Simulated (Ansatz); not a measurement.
Q: ZrO₂ in space group P4_2/nmc (No. 137; Zr on 2a, O on 4d) is relaxed with PBE in the plane-wave PAW code Ansatz. What lattice parameters of the conventional cell result?

A: a = 3.621 Å, c = 5.283 Å.

Q: Give the free coordinates with the occupied sites.

A: In one choice of origin and axes:

```csv
atom,site,symmetry,x,y,z
Zr,2a,-4m2,0.0000,0.0000,0.0000
O,4d,2mm.,0.0000,0.5000,0.1928
```

Q: Is it a metal or does it have a gap at this level?

A: A gap of 4.04 eV, indirect.

This is a known high-temperature phase of the composition, computed here at zero pressure and temperature. The PBE relaxation kept the symmetry of its start; its stability against distortions is not shown here. The run is not spin-polarised. Scalar-relativistic: spin–orbit coupling is off unless named, which matters more the heavier the elements.

Potentials: the later of the program's two PAW sets.
